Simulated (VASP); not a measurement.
# Si in VASP: how settings move the PBE single point

The PBE single point of Si (diamond), under -4.0 % equal strain in all directions is repeated with altered inputs. Which of them can be trusted?

Code: VASP 6.6.1. PAW datasets, plane waves. (Simulation; spin polarisation is off.)

## Step 1: Starting point

The cell comes from an earlier relaxation with r2SCAN in another program.

Space group Fd-3m (No. 227), cubic; a = 5.226 Å in the conventional setting, 17.85 Å³ an atom. Si has 4 Si at 2.26 Å.

As a file:

```
CELL_PARAMETERS angstrom
0.00000 2.61323 2.61323
2.61323 0.00000 2.61323
2.61323 2.61323 0.00000
ATOMIC_POSITIONS crystal
Si 0.00000 0.00000 0.00000
Si 0.25000 0.25000 0.25000
```

## Step 2: The reference run

Input file INCAR:

```
ENCUT = 520.000000
SIGMA = 0.020000
EDIFF = 1.00e-07
GGA = PE
PREC = Accurate
IBRION = -1
ISIF = 2
ISMEAR = -1
NBANDS = 11
NELM = 120
NSW = 0
LASPH = .TRUE.
LCHARG = .FALSE.
LWAVE = .FALSE.
LREAL = .FALSE.
```

Input file KPOINTS:

```
KPOINTS created by Atomic Simulation Environment
0
Gamma
8 8 8
0 0 0
```

Input file POSCAR:

```
Si
 1.0000000000000000
     0.0000000000000000    2.6132341397999999    2.6132341397999999
     2.6132341397999999    0.0000000000000000    2.6132341397999999
     2.6132341397999999    2.6132341397999999    0.0000000000000000
 Si
   2
Cartesian
  0.0000000000000000  0.0000000000000000  0.0000000000000000
  1.3066170698999999  1.3066170698999999  1.3066170698999999
```

A file KPOINTS_OPT adds named points for the levels; it doesn't enter the self-consistent loop.

Potentials: the recommended PBE PAW datasets, 8 valence electrons.

Started as:

```console
$ mpirun -np 1 vasp_std
```

The closing lines of the self-consistent loop in OSZICAR:

```text
DAV:  10    -0.106132786051E+02   -0.25763E-04   -0.23444E-05   735   0.280E-02    0.114E-02
DAV:  11    -0.106132785466E+02    0.58487E-07   -0.19276E-06   792   0.724E-03    0.409E-03
DAV:  12    -0.106132785870E+02   -0.40448E-07   -0.38010E-07   695   0.402E-03
   1 F= -.10613279E+02 E0= -.10613278E+02  d E =-.305626E-06
```

It took 10 s on 1 MPI rank of Intel Xeon Platinum 8488C, shared host; peak memory 0.15 GiB.

Values of the reference: energy (σ→0) -10.6133 eV, pressure 16.12 GPa, gap on the mesh 0.41 eV.

## Step 3: Try 1

Input file INCAR:

```
ENCUT = 520.000000
SIGMA = 0.020000
PREC = Accurate
IBRION = -1
ISIF = 2
ISMEAR = -1
NBANDS = 11
NSW = 0
LASPH = .TRUE.
LCHARG = .FALSE.
LWAVE = .FALSE.
LREAL = .FALSE.
EDIFF = 1e-09
METAGGA = RSCAN
BMIX = 3.0
NELM = 80
```

KPOINTS is that of step 2.

POSCAR is that of step 2.

Started as:

```console
$ mpirun -np 1 vasp_std
```

Standard output, without the iteration lines:

```text
POSCAR found type information on POSCAR Si
 POSCAR found :  1 types and       2 ions
 -----------------------------------------------------------------------------
|                                                                             |
|                                                                             |
|     You enforced a specific xc type in the INCAR file but a different       |
|     I HOPE YOU KNOW WHAT YOU ARE DOING!                                     |
|                                                                             |
 -----------------------------------------------------------------------------

 LDA part: xc-table for (None), standard interpolation
 POSCAR, INCAR and KPOINTS ok, starting setup
 FFT: planning ... GRIDC
 FFT: planning ... GRID_SOFT
 FFT: planning ... GRID
 WAVECAR not read
 entering main loop
```

OSZICAR:

```text
N       E                     dE             d eps       ncg     rms          rms(c)
DAV:   1    -0.345201183218E+01   -0.34520E+01   -0.32968E+03   638   0.578E+02
DAV:   2    -0.217274040444E+02   -0.18275E+02   -0.17177E+02   816   0.912E+01
DAV:   3    -0.223451976696E+02   -0.61779E+00   -0.61153E+00   839   0.137E+01
DAV:   4    -0.223496394982E+02   -0.44418E-02   -0.44414E-02   722   0.136E+00
DAV:   5    -0.223496702367E+02   -0.30739E-04   -0.30738E-04   840   0.120E-01    0.678E+00
DAV:   6    -0.212333724766E+02    0.11163E+01   -0.94354E-02   721   0.203E+00    0.469E+00
DAV:   7    -0.211865639228E+02    0.46809E-01   -0.13474E-01   679   0.193E+00    0.193E+00
DAV:   8    -0.211937233779E+02   -0.71595E-02   -0.57174E-03   734   0.450E-01    0.552E-01
DAV:   9    -0.211875237035E+02    0.61997E-02   -0.13795E-02   689   0.595E-01    0.332E-01
DAV:  10    -0.211882807631E+02   -0.75706E-03   -0.28062E-03   718   0.316E-01    0.144E-01
DAV:  11    -0.211882614048E+02    0.19358E-04   -0.28533E-04   740   0.947E-02    0.298E-02
DAV:  12    -0.211882358410E+02    0.25564E-04   -0.23562E-05   737   0.337E-02    0.195E-02
DAV:  13    -0.211882375947E+02   -0.17537E-05   -0.41489E-07   745   0.436E-03    0.288E-03
DAV:  14    -0.211882407186E+02   -0.31239E-05   -0.75608E-07   691   0.640E-03    0.182E-03
DAV:  15    -0.211882407019E+02    0.16747E-07   -0.92756E-09   856   0.671E-04    0.757E-04
DAV:  16    -0.211882403717E+02    0.33013E-06   -0.16766E-09   683   0.326E-04    0.527E-04
DAV:  17    -0.211882403332E+02    0.38507E-07   -0.42816E-11   373   0.512E-05    0.231E-04
DAV:  18    -0.211882403482E+02   -0.14952E-07   -0.21242E-11   355   0.358E-05    0.566E-05
DAV:  19    -0.211882403497E+02   -0.14902E-08   -0.57232E-12   364   0.163E-05    0.743E-06
DAV:  20    -0.211882403473E+02    0.23720E-08   -0.14295E-12   364   0.528E-06    0.246E-06
DAV:  21    -0.211882403465E+02    0.85060E-09    0.11614E-12   361   0.263E-06
   1 F= -.21188240E+02 E0= -.21188240E+02  d E =-.217016E-08
```

From OUTCAR:

```text
k-points           NKPTS =     29   k-points in BZ     NKDIM =     29   number of bands    NBANDS=     11

   NELECT =       8.0000    total number of electrons

   dimension x,y,z NGX =    28 NGY =   28 NGZ =   28
   dimension x,y,z NGXF=    56 NGYF=   56 NGZF=   56

  energy-cutoff  :      520.00
  volume of cell :       35.69
      direct lattice vectors                 reciprocal lattice vectors
     0.000000000  2.613234140  2.613234140    -0.191333793  0.191333793  0.191333793
     2.613234140  0.000000000  2.613234140     0.191333793 -0.191333793  0.191333793
     2.613234140  2.613234140  0.000000000     0.191333793  0.191333793 -0.191333793

 k-points in reciprocal lattice and weights: KPOINTS created by Atomic Simulation Env
   0.00000000  0.00000000  0.00000000       0.002
   0.12500000  0.00000000  0.00000000       0.016
   0.25000000  0.00000000  0.00000000       0.016
   0.37500000  0.00000000  0.00000000       0.016
   0.50000000  0.00000000  0.00000000       0.008
   0.12500000  0.12500000  0.00000000       0.012
   0.25000000  0.12500000  0.00000000       0.047
   0.37500000  0.12500000  0.00000000       0.047
[... 21 more k-points ...]

 E-fermi :   7.2239

 k-point     1 :       0.0000    0.0000    0.0000
  band No.  band energies     occupation
      1      -6.4553      2.00000
      2       6.9220      2.00000
      3       6.9220      2.00000
      4       6.9220      2.00000
      5       9.7094      0.00000
      6       9.7094      0.00000
      7       9.7094      0.00000
      8      12.3176      0.00000
      9      15.0968      0.00000
     10      15.0968      0.00000
     11      16.2090      0.00000

 k-point     2 :       0.1250    0.0000    0.0000
  band No.  band energies     occupation
      1      -6.2192      2.00000
      2       5.2113      2.00000
      3       6.5798      2.00000
      4       6.5798      2.00000
      5       9.9710      0.00000
      6      10.2108      0.00000
      7      10.2108      0.00000
      8      13.4253      0.00000
      9      14.5742      0.00000
     10      14.5742      0.00000
     11      17.0497      0.00000

 k-point     3 :       0.2500    0.0000    0.0000
  band No.  band energies     occupation
      1      -5.5278      2.00000
      2       2.5954      2.00000
      3       6.0366      2.00000
      4       6.0366      2.00000
      5       9.6741      0.00000
      6      10.7548      0.00000
      7      10.7548      0.00000
      8      14.5977      0.00000
      9      14.5977      0.00000
     10      15.4736      0.00000
     11      17.1754      0.00000

 k-point     4 :       0.3750    0.0000    0.0000
  band No.  band energies     occupation
      1      -4.4760      2.00000
      2       0.2740      2.00000
      3       5.6663      2.00000
      4       5.6663      2.00000
      5       9.3496      0.00000
      6      10.5889      0.00000
      7      10.5889      0.00000
      8      15.7029      0.00000
      9      16.2775      0.00000
     10      16.2775      0.00000
     11      18.5682      0.00000

[... the tables of k-points 5 to 29 left out ...]

  Total        3.2484925      3.2484925      3.2484925      0.0000000      0.0000000      0.0000000
  in kB      145.8234901    145.8234901    145.8234901      0.0000000      0.0000000      0.0000000
  external PRESSURE =     145.8234901 kB  Pullay stress =       0.0000000 kB

 POSITION                                       TOTAL-FORCE (eV/Angst)
 -----------------------------------------------------------------------------------
      0.00000      0.00000      0.00000        -0.000000     -0.000000     -0.000000
      1.30662      1.30662      1.30662         0.000000      0.000000      0.000000
 -----------------------------------------------------------------------------------
    total drift:                                0.000000      0.000000     -0.000000

  FREE ENERGIE OF THE ION-ELECTRON SYSTEM (eV)
  ---------------------------------------------------
  free  energy   TOTEN  =       -21.1882403465 eV

  energy  without entropy=      -21.1882403443  energy(sigma->0) =      -21.18824035
```

Run time: 57 s. Hardware: 1 MPI rank of Intel Xeon Platinum 8488C, shared host; peak memory 0.15 GiB.

Changed: EDIFF = 1e-09, METAGGA = RSCAN, BMIX = 3, NELM = 80. The run ends normally. Its total energy is on another scale than the reference's; the pressure goes from 16.1 to 14.6 GPa, the gap on the mesh goes from 0.41 to 0.62 eV. The functional is now rSCAN, on datasets made with PBE.

## Step 4: Try 2

Input file INCAR:

```
ENCUT = 520.000000
EDIFF = 1.00e-07
GGA = PE
PREC = Accurate
IBRION = -1
ISIF = 2
NBANDS = 11
NELM = 120
NSW = 0
LASPH = .TRUE.
LCHARG = .FALSE.
LWAVE = .FALSE.
LREAL = .FALSE.
ISMEAR = 1
SIGMA = 0.1
```

KPOINTS is that of step 2.

POSCAR is that of step 2.

Started as:

```console
$ mpirun -np 1 vasp_std
```

Standard output, without the iteration lines:

```text
POSCAR found type information on POSCAR Si
 POSCAR found :  1 types and       2 ions
 LDA part: xc-table for (Slater+PW92), standard interpolation
 POSCAR, INCAR and KPOINTS ok, starting setup
 FFT: planning ... GRIDC
 FFT: planning ... GRID_SOFT
 FFT: planning ... GRID
 WAVECAR not read
 entering main loop
```

OSZICAR:

```text
N       E                     dE             d eps       ncg     rms          rms(c)
DAV:   1     0.759283284698E+01    0.75928E+01   -0.31948E+03   638   0.562E+02
DAV:   2    -0.102544061458E+02   -0.17847E+02   -0.16779E+02   816   0.887E+01
DAV:   3    -0.108659643011E+02   -0.61156E+00   -0.60565E+00   828   0.135E+01
DAV:   4    -0.108706749906E+02   -0.47107E-02   -0.47095E-02   725   0.137E+00
DAV:   5    -0.108707095268E+02   -0.34536E-04   -0.34536E-04   826   0.124E-01    0.567E+00
DAV:   6    -0.106888673564E+02    0.18184E+00   -0.11361E-01   689   0.138E+00    0.349E+00
DAV:   7    -0.106119256674E+02    0.76942E-01   -0.19909E-01   710   0.195E+00    0.324E-01
DAV:   8    -0.106130599117E+02   -0.11342E-02   -0.75263E-03   713   0.483E-01    0.923E-02
DAV:   9    -0.106132188347E+02   -0.15892E-03   -0.14740E-04   779   0.802E-02    0.675E-02
DAV:  10    -0.106132445939E+02   -0.25759E-04   -0.23419E-05   735   0.280E-02    0.114E-02
DAV:  11    -0.106132445377E+02    0.56189E-07   -0.19290E-06   792   0.724E-03    0.409E-03
DAV:  12    -0.106132445778E+02   -0.40109E-07   -0.38003E-07   695   0.402E-03
   1 F= -.10613245E+02 E0= -.10613256E+02  d E =0.342530E-04
```

From OUTCAR:

```text
k-points           NKPTS =     29   k-points in BZ     NKDIM =     29   number of bands    NBANDS=     11

   NELECT =       8.0000    total number of electrons

   dimension x,y,z NGX =    28 NGY =   28 NGZ =   28
   dimension x,y,z NGXF=    56 NGYF=   56 NGZF=   56

  energy-cutoff  :      520.00
  volume of cell :       35.69
      direct lattice vectors                 reciprocal lattice vectors
     0.000000000  2.613234140  2.613234140    -0.191333793  0.191333793  0.191333793
     2.613234140  0.000000000  2.613234140     0.191333793 -0.191333793  0.191333793
     2.613234140  2.613234140  0.000000000     0.191333793  0.191333793 -0.191333793

 k-points in reciprocal lattice and weights: KPOINTS created by Atomic Simulation Env
   0.00000000  0.00000000  0.00000000       0.002
   0.12500000  0.00000000  0.00000000       0.016
   0.25000000  0.00000000  0.00000000       0.016
   0.37500000  0.00000000  0.00000000       0.016
   0.50000000  0.00000000  0.00000000       0.008
   0.12500000  0.12500000  0.00000000       0.012
   0.25000000  0.12500000  0.00000000       0.047
   0.37500000  0.12500000  0.00000000       0.047
[... 21 more k-points ...]

 E-fermi :   7.1387

 k-point     1 :       0.0000    0.0000    0.0000
  band No.  band energies     occupation
      1      -5.7357      2.00000
      2       7.0545      2.00011
      3       7.0545      2.00011
      4       7.0545      2.00011
      5       9.6574      0.00000
      6       9.6574      0.00000
      7       9.6574      0.00000
      8      11.8057      0.00000
      9      14.8203      0.00000
     10      14.8203      0.00000
     11      15.4924      0.00000

 k-point     2 :       0.1250    0.0000    0.0000
  band No.  band energies     occupation
      1      -5.5105      2.00000
      2       5.3959      2.00000
      3       6.7311      2.00000
      4       6.7311      2.00000
      5       9.8282      0.00000
      6      10.1315      0.00000
      7      10.1315      0.00000
      8      12.9261      0.00000
      9      14.2900      0.00000
     10      14.2900      0.00000
     11      16.3373      0.00000

 k-point     3 :       0.2500    0.0000    0.0000
  band No.  band energies     occupation
      1      -4.8509      2.00000
      2       2.8882      2.00000
      3       6.2203      2.00000
      4       6.2203      2.00000
      5       9.4648      0.00000
      6      10.6395      0.00000
      7      10.6395      0.00000
      8      14.2865      0.00000
      9      14.2865      0.00000
     10      14.9312      0.00000
     11      16.5009      0.00000

 k-point     4 :       0.3750    0.0000    0.0000
  band No.  band energies     occupation
      1      -3.8464      2.00000
      2       0.6694      2.00000
      3       5.8736      2.00000
      4       5.8736      2.00000
      5       9.1248     -0.00000
      6      10.4718      0.00000
      7      10.4718      0.00000
      8      15.1461      0.00000
      9      15.8709      0.00000
     10      15.8709      0.00000
     11      17.8509      0.00000

[... the tables of k-points 5 to 29 left out ...]

  Total        3.5917536      3.5917536      3.5917536     -0.0000000      0.0000000      0.0000000
  in kB      161.2323396    161.2323396    161.2323396     -0.0000000      0.0000000      0.0000000
  external PRESSURE =     161.2323396 kB  Pullay stress =       0.0000000 kB

 POSITION                                       TOTAL-FORCE (eV/Angst)
 -----------------------------------------------------------------------------------
      0.00000      0.00000      0.00000        -0.000000      0.000000     -0.000000
      1.30662      1.30662      1.30662         0.000000     -0.000000      0.000000
 -----------------------------------------------------------------------------------
    total drift:                                0.000000      0.000000      0.000000

  FREE ENERGIE OF THE ION-ELECTRON SYSTEM (eV)
  ---------------------------------------------------
  free  energy   TOTEN  =       -10.6132445778 eV

  energy  without entropy=      -10.6132788308  energy(sigma->0) =      -10.61325600
```

Wall time 11 s (1 MPI rank of Intel Xeon Platinum 8488C, shared host); peak memory 0.15 GiB.

Changed: ISMEAR = 1, SIGMA = 0.1. The run ends normally. Against the reference the energy moves by less than 0.1 meV/atom. Methfessel–Paxton smearing doesn't suit an insulator: it can give occupations over two and under zero at the band edges, with a Fermi level inside a band.

## Step 5: Side by side

| run | changed | ending | energy change (meV/atom) | pressure (GPa) | gap on the mesh (eV; negative: overlap) | electronic steps | time | usable |
| --- | --- | --- | --- | --- | --- | --- | --- | --- |
| ref. | – | converged | 0 | 16.1 | 0.41 | 12 | 10 s | yes |
| 1 | EDIFF = 1e-09, METAGGA = RSCAN, BMIX = 3, NELM = 80 | converged | – | 14.6 | 0.62 | 21 | 57 s | yes |
| 2 | ISMEAR = 1, SIGMA = 0.1 | converged | 0.0 | 16.1 | 0.41 | 12 | 11 s | yes |

Of 2 altered inputs, 2 gave usable results.
